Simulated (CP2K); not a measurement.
**PbO (Litharge): equation of state with PBE**

The system is PbO (Litharge).

```
Pb O
1.0
     3.99000    0.00000    0.00000
     0.00000    3.99000    0.00000
     0.00000    0.00000    5.01000
Pb O
2 2
Direct
  0.50000 0.00000 0.76000
  0.00000 0.50000 0.24000
  0.50000 0.50000 0.00000
  0.00000 0.00000 0.00000
```

* Program: CP2K 2026.2
* Task: equation of state
* Functional: PBE
* Potentials or basis: POTENTIAL_UZH Pb GTH-PBE-q4, O GTH-PBE-q6; TZVP-MOLOPT-PBE-GTH basis
* Density cutoff: 8163 eV
* k mesh: 7 × 7 × 6
* Occupations: fermi-dirac, width 0.05 eV
* Spin: no spin polarisation

```yaml
Equilibrium_volume: "21.17 Å³/atom (rough: see the caveat)"
Bulk_modulus_at_fixed_shape_and_positions: 73 GPa (rough)
```

Energy against volume, from the lowest point:
| volume (Å³/atom) | energy (meV/atom) |
| --- | --- |
| 18.744 | 78.59 |
| 19.142 | 52.83 |
| 19.541 | 32.84 |
| 19.940 | 18.05 |
| 20.339 | 7.95 |
| 20.738 | 2.07 |
| 21.136 | 0.00 |

All runs of the series together: 120 s on 1 thread of Arm Neoverse V2, with other jobs on the host.

Caveat: the minimum lies outside the volumes run; the cell was scaled at fixed shape and fractional positions, which overstates the stiffness of a crystal with free parameters, most of all of layers and chains; the basis of atomic orbitals isn't converged, which shifts pressures, moduli and gaps. The run has no spin-orbit coupling, so splittings on Pb are missing.
